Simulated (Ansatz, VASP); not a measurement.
Au: VASP beside Ansatz

Contents of INCAR:

```
SYSTEM = Au
PREC = Accurate ; ENCUT = 520
EDIFF = 1E-6 ; ISMEAR = -1
SIGMA = 0.1 ; LREAL = .FALSE.
LASPH = .TRUE. ; NELM = 60
ALGO = Normal ; ISIF = 2
LWAVE = .FALSE. ; LCHARG = .TRUE.
GGA = PS ; LELF = .TRUE.
LVHAR = .TRUE. ; NBANDS = 18
```

The input KPOINTS:

```
regular mesh
0
G
  14 14 8
  0 0 0
```

POSCAR

```
Au
1.0
    2.9389285940      0.0000000000      0.0000000000
   -1.4694642970      2.5451868223      0.0000000000
    0.0000000000      0.0000000000      4.9143849020
Au
2
Direct
    0.3333333333      0.6666666667      0.2500000000
    0.6666666667      0.3333333333      0.7500000000
```

Input for Ansatz:

```yaml
crystal:
  lattice:
    - [2.938928594, 0.0, 0.0]
    - [-1.469464297, 2.5451868223, 0.0]
    - [0.0, 0.0, 4.914384902]
  atoms:
    - { symbol: Au, position: [0.3333333333, 0.6666666667, 0.25] }
    - { symbol: Au, position: [0.6666666667, 0.3333333333, 0.75] }
hamiltonian:
  xc: pbesol
  pseudopotentials:
    kind: paw
    azcp:
      Au: "pseudopotentials/Au.paw.azcp"
basis:
  ecutwfc: 420
  fft_grid_basis: typed
kpoints:
  mp_grid: { grid: [14, 14, 8], shift: [0, 0, 0] }
magnetization:
  spin_polarized: false
scf:
  occupations: { method: fermi_dirac, width: 0.1 }
  lower_state_search: "off"
output:
  stress: true
```

Alike in both runs: task single point; functional PBEsol; k mesh 14 × 14 × 8; occupations fermi-dirac, width 0.1 eV; no spin polarisation.

```csv
,VASP,Ansatz
version,VASP 6.6.1,Ansatz 0.2.0
potentials or method,"VASP PAW PBE potentials, release 64 (Au)","plane waves (420 eV) with PAW, scalar-relativistic"
plane-wave cutoff (eV),520,420
valence electrons in the cell,22,38
```

|  | VASP | Ansatz | Ansatz less VASP |
| --- | --- | --- | --- |
| pressure (GPa) | -10.6 | -10.4 | +0.20 |
| largest component of the traceless stress (GPa) | 0.36 | 0.38 | +0.020 |

With one functional, cell and mesh, what is left measures potentials, basis and numerics. The two sets of potentials don't hold the same shells in valence. Ansatz warned: «pseudo_functional_mismatch».

Caveats: the PAW data sets were made with another functional, which shifts forces and pressure a little (VASP). Spin-orbit coupling is left out, which matters for the levels of Au.
